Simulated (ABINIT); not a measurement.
GaN:

```
Ga N
1.0
     0.00000    2.13524    2.13524
     2.13524    0.00000    2.13524
     2.13524    2.13524    0.00000
Ga N
1 1
Cartesian
  0.0000 0.0000 0.0000
  2.1352 2.1352 2.1352
```

Measurements of this composition are mostly on another form, of space group No. 186.

Base run:

- Program: ABINIT 10.8.3 (patched build)
- Functional: AM05
- Potentials or basis: JTH PAW PBE v2.0
- Cutoff: 844 eV
- k mesh: 11 × 11 × 11
- Occupations: fermi-dirac, width 0.05 eV
- Spin: no spin polarisation

Its results: band gap on the k mesh 0.50 eV, indirect (least direct gap 2.41 eV); pressure -7.8 GPa.

**Question.** The run is repeated on the same cell with these changes: functional from AM05 to PBEsol. What comes out?

**Answer.** Band gap on the k mesh 0.46 eV, indirect (least direct gap 2.36 eV); pressure -7.0 GPa.

Caveats: the PAW data sets were made with another functional, which shifts forces and pressure a little; the mesh misses the band edges, which the band path finds closer together.
